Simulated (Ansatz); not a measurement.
(001) slab cut from the bulk of SiC, 15 Å of vacuum:

```xyz
12
Lattice="3.0918 0.0000 0.0000 -1.5459 2.6775 0.0000 0.0000 0.0000 28.3149" Properties=species:S:1:pos:R:3 pbc="T T T"
C     0.0000    1.7850    7.5000
Si    1.5459    0.8925    8.1298
C     1.5459    0.8925   10.0370
Si    0.0000    1.7850   10.6668
C     0.0000    1.7850   12.5740
Si    1.5459    0.8925   13.2038
C     1.5459    0.8925   15.1110
Si    0.0000    1.7850   15.7409
C     0.0000    1.7850   17.6480
Si    1.5459    0.8925   18.2779
C     1.5459    0.8925   20.1851
Si    0.0000    1.7850   20.8149
```

Method: DFT PBE, scalar-relativistic, plane waves, PAW (Ansatz). Cutoff 420 eV; k points 9×9×1 on the computed 12-atom cell (Γ-centred); Gaussian smearing, width 0.05 eV; no spin polarisation. A dipole correction removes the field between periodic images along c.

This base run converges in 22 iterations with a largest force of 2.682 eV/Å and a work function of 4.57 eV on the top face.

One setting at a time is then changed, some of them on purpose to poor values; changes count from the base run, energies are extrapolated to zero smearing, γ keeps the base's bulk energy, atoms stay where they are, and risky runs are capped at 50 to 100 iterations.

(1) What does each change do? k mesh 1×1×1; k mesh 13×13×1; no preconditioner, β = 0.7; no dipole correction, vacuum of 15 Å; k mesh 9×9×3; n_extra_bands = 30; field of 1.5 V/Å along c.

In some of the runs (field 1.5) charge leaks into the vacuum, so their work functions can be off.

## Answers

(1)
| change | outcome | SCF iterations | ΔE (meV/atom) | Δγ (J/m²) | Δφ top (eV) | largest force (eV/Å) | largest change of a force (eV/Å) |
| --- | --- | --- | --- | --- | --- | --- | --- |
| k mesh 1×1×1 | converged with warnings | 50 | +4256.2 | +49.425 |  | 5.707 | 3.025 |
| k mesh 13×13×1 | converged with warnings | 23 | 0.0 | -0.001 |  | 2.572 | 0.110 |
| no preconditioner, β = 0.7 | converged with warnings | 32 | 0.0 | 0.000 |  | 2.682 | 0.000 |
| no dipole correction, vacuum of 15 Å | converged | 22 | -0.6 | -0.007 |  | 2.649 | 0.035 |
| k mesh 9×9×3 | converged | 21 | 0.0 | 0.000 | 0.00 | 2.682 | 0.000 |
| n_extra_bands = 30 | converged | 23 | 0.0 | 0.000 | 0.00 | 2.682 | 0.000 |
| field of 1.5 V/Å along c | converged with warnings | 32 | -81.2 |  |  | 2.335 | 0.398 |

Cost: 8 runs of about 2.6 core-minutes in all, on Intel Xeon Platinum 8488C (Sapphire Rapids) (shared hosts).